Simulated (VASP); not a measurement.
# GaN (P6_3mc) in VASP: notebook, part 2 of 2

VASP 6.6.1. Earlier steps stand in the parts before.

**3. Relaxation of cell and atoms, PBE**

This run uses another cell than the first one, of 11.76 Å³/atom, 1.040 times its volume.

Contents of INCAR:

```
PREC = Accurate
ENCUT = 520
EDIFF = 1E-7
ISMEAR = 0
SIGMA = 0.02
LREAL = False
LASPH = True
NELM = 60
ALGO = Fast
ISIF = 3
LWAVE = False
LCHARG = False
GGA = PE
IBRION = 2
NSW = 80
EDIFFG = -0.002
KPAR = 4
```

Contents of KPOINTS:

```
regular mesh
0
Gamma
  15 15 8
```

Contents of POSCAR:

```
GaN                                     
1.0
    3.2186259712      0.0000000000      0.0000000000
   -1.6093129856      2.7874118522      0.0000000000
    0.0000000000      0.0000000000      5.2445644132
  Ga              N             
     2     2
Direct
     0.3333333300000021    0.6666666699999979    0.9991593655638199
     0.6666666699999979    0.3333333300000021    0.4991593655638200
     0.3333333300000021    0.6666666699999979    0.3758406344361800
     0.6666666699999979    0.3333333300000021    0.8758406344361801
```

Potentials or basis: VASP PAW PBE potentials, release 64 (Ga_d, N).

The run is started by

```
$ cat potpaw_PBE.64/Ga_d/POTCAR potpaw_PBE.64/N/POTCAR > POTCAR
$ mpirun -np 4 vasp_std > vasp.out
```

OUTCAR:

```text
PREC = Accurate
   ENCUT = 520
   EDIFF = 1E-7
   ISMEAR = 0
   LREAL = False
   LASPH = True
   NELM = 60
   ISIF = 3
   GGA = PE
   IBRION = 2
   NSW = 80
   EDIFFG = -0.002

 ion  position               nearest neighbor table
   1  0.333  0.667  0.999-   4 1.97   4 1.97   4 1.97   3 1.98
   2  0.667  0.333  0.499-   3 1.97   3 1.97   3 1.97   4 1.98
   3  0.333  0.667  0.376-   2 1.97   2 1.97   2 1.97   1 1.98
   4  0.667  0.333  0.876-   1 1.97   1 1.97   1 1.97   2 1.98

  LATTYP: Found a hexagonal cell.
 ALAT       =     3.2186259712
 C/A-ratio  =     1.6294420228

  Lattice vectors:

 A1 = (   3.2186259712,   0.0000000000,   0.0000000000)
 A2 = (  -1.6093129856,   2.7874118522,   0.0000000000)
 A3 = (   0.0000000000,   0.0000000000,   5.2445644132)

Analysis of symmetry for initial positions (statically):
=====================================================================
 Subroutine PRICEL returns:
 Original cell was already a primitive cell.

 Routine SETGRP: Setting up the symmetry group for a
 hexagonal supercell.

 Subroutine GETGRP returns: Found 12 space group operations
 (whereof  6 operations were pure point group operations)
 out of a pool of 24 trial point group operations.

The static configuration has the point symmetry C_3v.
 The point group associated with its full space group is C_6v.

Analysis of symmetry for dynamics (positions and initial velocities):
=====================================================================
 Subroutine PRICEL returns:
 Original cell was already a primitive cell.

 Routine SETGRP: Setting up the symmetry group for a
 hexagonal supercell.

 Subroutine GETGRP returns: Found 12 space group operations
 (whereof  6 operations were pure point group operations)
 out of a pool of 24 trial point group operations.

The dynamic configuration has the point symmetry C_3v.
 The point group associated with its full space group is C_6v.

 Subroutine INISYM returns: Found 12 space group operations
 (whereof  6 operations are pure point group operations),
 and found     1 'primitive' translations

----------------------------------------------------------------------------------------

                                     Primitive cell

  volume of cell :      47.0523

  direct lattice vectors                    reciprocal lattice vectors
     3.218625971  0.000000000  0.000000000     0.310691584  0.179377870  0.000000000
    -1.609312986  2.787411852  0.000000000     0.000000000  0.358755739  0.000000000
     0.000000000  0.000000000  5.244564413     0.000000000  0.000000000  0.190673604

  length of vectors
     3.218625971  3.218625968  5.244564413     0.358755739  0.358755739  0.190673604

  position of ions in fractional coordinates (direct lattice)
     0.333333330  0.666666670  0.999159366
     0.666666670  0.333333330  0.499159366
     0.333333330  0.666666670  0.375840634
     0.666666670  0.333333330  0.875840634

  ion indices of the primitive-cell ions
[... 39 lines left out ...]
  0.333333  0.000000  0.000000      6.000000
[... 16 lines left out ...]
  0.333333  0.200000  0.000000     12.000000
  0.400000  0.200000  0.000000      6.000000
 [... further k-points ...]
   k-points           NKPTS =    135   k-points in BZ     NKDIM =    135   number of bands    NBANDS=     22
   number of dos      NEDOS =    301   number of ions     NIONS =      4
   total plane-waves  NPLWV =  23040
   dimension x,y,z NGX =    24 NGY =   24 NGZ =   40
   dimension x,y,z NGXF=    48 NGYF=   48 NGZF=   80
   ions per type =               2   2
   NGX,Y,Z   is equivalent  to a cutoff of  12.40, 12.40, 12.68 a.u.
   NGXF,Y,Z  is equivalent  to a cutoff of  24.79, 24.79, 25.36 a.u.
 SYSTEM =  unknown system
   PREC   = accura    normal or accurate (medium, high low for compatibility)
   ISTART =      0    job   : 0-new  1-cont  2-samecut
   ICHARG =      2    charge: 1-file 2-atom 10-const
   ISPIN  =      1    spin polarized calculation?
   LNONCOLLINEAR =      F non collinear calculations
   LSORBIT =      F    spin-orbit coupling
   LASPH  =      T    aspherical Exc in radial PAW
   ENCUT  =  520.0 eV  38.22 Ry    6.18 a.u.   5.98  5.98  9.75*2*pi/ulx,y,z
   NELM   =     60;   NELMIN=  2; NELMDL= -5     # of ELM steps
   EDIFF  = 0.1E-06   stopping-criterion for ELM
   LREAL  =      F    real-space projection
   EDIFFG = -.2E-02   stopping-criterion for IOM
   NSW    =     80    number of steps for IOM
   IBRION =      2    ionic relax: 0-MD 1-quasi-New 2-CG
   NFREE  =      1    steps in history (QN), initial steepest desc. (CG)
   ISIF   =      3    stress and relaxation
   ISYM   =      2    0-nonsym 1-usesym 2-fastsym
   POTIM  = 0.5000    time-step for ionic-motion
   TEBEG  =    0.0;   TEEND  =   0.0 temperature during run
   PSTRESS=    0.0 pullay stress
   NELECT =      36.0000    total number of electrons
   NUPDOWN=      -1.0000    fix difference up-down
   EMIN   =  10.00;   EMAX   =-10.00  energy-range for DOS
   EFERMI =   0.00;   METHOD = LEGACY
   ISMEAR =     0;   SIGMA  =   0.02  broadening in eV -4-tet -1-fermi 0-gaus
   EFERMI_NEDOS =   21; number of points for ismear=-14 and -15
   IALGO  =     68    algorithm
   IMIX   =      4    mixing-type and parameters
     AMIX     =   0.40;   BMIX     =  1.00
     AMIX_MAG =   1.60;   BMIX_MAG =  1.00
  volume/ion in A,a.u.               =      11.76        79.38
  Fermi-wavevector in a.u.,A,eV,Ry     =   1.497322  2.829529 30.503911  2.241974
  Thomas-Fermi vector in A             =   2.609225
   LORBIT       =      0    0 simple, 1 ext, 2 COOP (PROOUT), +10 PAW based schemes
   GGA     = PE    functional components
   LHFCALC =     F    Hartree Fock is set to
   AEXX    =    0.0000 exact exchange contribution
   IVDW    =     0    specifies the selected vdW correction
   LEPSILON=     F    determine dielectric tensor
   LRPA    =     F    only Hartree local field effects (RPA)
 conjugate gradient relaxation of ions
 non-spin polarized calculation
 RMM-DIIS sequential band-by-band and
 Gauss-broadening in eV      SIGMA  =   0.02
  energy-cutoff  :      520.00
  volume of cell :       47.05
 maximum number of plane-waves:      1292
 NGX is ok and might be reduce to    24
   NGX = 11   NGY = 11   NGZ = 19

--------------------------------------- Ionic step        1  -------------------------------------------

 number of electron      35.9999956 magnetization

 Free energy of the ion-electron system (eV)
  ---------------------------------------------------
  ext. energy  EPLUGINS =         0.00000000
  ---------------------------------------------------
  free energy    TOTEN  =       -24.32791619 eV

  energy without entropy =      -24.32791619  energy(sigma->0) =      -24.32791619

------------------------ aborting loop because EDIFF is reached ----------------------------------------

  FORCE on cell =-STRESS in cart. coord.  units (eV):
  Direction    XX          YY          ZZ          XY          YZ          ZX
  --------------------------------------------------------------------------------------
  -------------------------------------------------------------------------------------
  Total        0.0407594      0.0407594      0.0380586      0.0000000     -0.0000000      0.0000000
  in kB        1.3878957      1.3878957      1.2959320      0.0000000     -0.0000000      0.0000000
  external PRESSURE =       1.3572412 kB  Pullay stress =       0.0000000 kB
[... 63 lines left out ...]
--------------------------------------- Ionic step        3  -------------------------------------------

 number of electron      35.9999956 magnetization

 Free energy of the ion-electron system (eV)
  ---------------------------------------------------
  ext. energy  EPLUGINS =         0.00000000
  ---------------------------------------------------
  free energy    TOTEN  =       -24.32791573 eV

  energy without entropy =      -24.32791573  energy(sigma->0) =      -24.32791573

 E-fermi :   5.1042     XC(G=0): -11.5112

 val. band max:        5.0014600800   @ k =   0.0000   0.0000   0.0000
 cond. band min:       6.7114284291   @ k =   0.0000   0.0000   0.0000
 fundamental gap:      1.7099683491
 Fermi energy:         5.1042152748

 k-point     1 :       0.0000    0.0000    0.0000
  band No.  band energies     occupation
      1     -10.7282      2.00000
      2      -9.9075      2.00000
      3      -8.4193      2.00000
      4      -8.4049      2.00000
      5      -8.4049      2.00000
      6      -8.3493      2.00000
[... 589 lines left out ...]
     21      11.9758      0.00000
     22      13.1412      0.00000

 [... further k-points ...]

------------------------ aborting loop because EDIFF is reached ----------------------------------------

  FORCE on cell =-STRESS in cart. coord.  units (eV):
  Direction    XX          YY          ZZ          XY          YZ          ZX
  --------------------------------------------------------------------------------------
  -------------------------------------------------------------------------------------
  Total       -0.0057376     -0.0057376     -0.0078869      0.0000000      0.0000000      0.0000000
  in kB       -0.1953081     -0.1953081     -0.2684698      0.0000000      0.0000000      0.0000000
  external PRESSURE =      -0.2196953 kB  Pullay stress =       0.0000000 kB
[... 19 lines left out ...]
  FREE ENERGIE OF THE ION-ELECTRON SYSTEM (eV)
  ---------------------------------------------------
  free  energy   TOTEN  =       -24.3279157308 eV

  energy  without entropy=      -24.3279157308  energy(sigma->0) =      -24.32791573

 reached required accuracy - stopping structural energy minimisation
```

Wall time 46 s (4 MPI ranks of Intel Xeon 6975P-C (Granite Rapids), shared host); peak memory 0.24 GiB.

Results:

```yaml
Free_energy: -24.3279 eV
Relaxed_volume: 11.77 Å³/atom
Relaxed_cell: a = 3.219 Å, b = 3.219 Å, c = 5.245 Å, α = 90.00°, β = 90.00°, γ = 120.00°
Space_group_after_relaxing_to_0.05_Å: P6_3mc (No. 186)
Energy_gained_by_relaxing: 0.0 meV/atom
Ionic_steps: 3
Pressure_after_relaxing: 0.0 GPa
Band_gap_on_the_k_mesh: 1.71 eV, direct
```

Final structure:
```
Ga N
1.0
     3.21898    0.00000    0.00000
    -1.60949    2.78772    0.00000
     0.00000    0.00000    5.24511
Ga N
2 2
Cartesian
  0.0000 1.8585 5.2407
  1.6095 0.9292 2.6181
  0.0000 1.8585 1.9713
  1.6095 0.9292 4.5939
```

Caveat: an odd mesh through Γ misses points on the zone boundary, where band edges often lie.
